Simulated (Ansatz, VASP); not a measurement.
## Two plane-wave programs on WSe2

The input INCAR:

```
SYSTEM = WSe2
ALGO = Normal
EDIFF = 1E-7
ENCUT = 520
GGA = PS
ISIF = 2
ISMEAR = 0
LASPH = .TRUE.
LCHARG = .FALSE.
LREAL = .FALSE.
LWAVE = .FALSE.
NBANDS = 20
NELM = 80
PREC = Accurate
SIGMA = 0.05
```

File KPOINTS:

```
k-points
0
G
  12 12 2
  0 0 0
```

File POSCAR:

```
WSe2
1.0
    3.4114494262      0.0000000000      0.0000000000
   -1.7057247131      2.9544018668      0.0000000000
    0.0000000000      0.0000000000     15.7574204158
W Se
1 2
Direct
    0.0000000000      0.0000000000      0.0000000000
    0.3333333333      0.6666666667      0.0997865200
    0.3333333333      0.6666666667      0.9002134800
```

Input for Ansatz:

```yaml
crystal:
  lattice:
    - [3.4114494262, 0.0, 0.0]
    - [-1.7057247131, 2.9544018668, 0.0]
    - [0.0, 0.0, 15.7574204158]
  atoms:
    - { symbol: W, position: [0.0, 0.0, 0.0] }
    - { symbol: Se, position: [0.3333333333, 0.6666666667, 0.09978652] }
    - { symbol: Se, position: [0.3333333333, 0.6666666667, 0.90021348] }
basis:
  ecutwfc: 420
kpoints:
  mp_grid: { grid: [12, 12, 2] }
hamiltonian:
  xc: pbesol
scf:
  occupations: { method: gaussian, width: 0.05 }
output:
  forces: true
  stress: true
  eigenvalues: true
```

Alike in both runs: task single point; functional PBEsol; k mesh 12 × 12 × 2; occupations gaussian, width 0.05 eV; no spin polarisation.

```csv
,VASP,Ansatz
version,VASP 6.6.1,Ansatz 0.2.0
potentials or method,"VASP PAW PBE potentials, release 64 (W_sv, Se)","scalar-relativistic, plane waves, PAW"
plane-wave cutoff (eV),520,420
valence electrons in the cell,26,46
```

|  | VASP | Ansatz | Ansatz less VASP |
| --- | --- | --- | --- |
| gap on the k mesh at the Fermi level (eV) | 0.80 | 0.81 | +0.008 |
| least direct gap on the mesh (eV) | 1.11 | 1.12 | +0.004 |
| rms of the force components (eV/Å) | 0.463 | 0.434 | -0.0291 |

Atom by atom the forces differ by 0.029 eV/Å (rms over components). With one functional, cell and mesh, what is left measures potentials, basis and numerics. The two sets of potentials don't hold the same shells in valence.

Caveats: the PAW data sets were made with another functional, which shifts forces and pressure a little (VASP); spin-orbit coupling is left out, which moves the levels of the heavy elements. As with any semilocal functional, this PBEsol gap is likely too small.
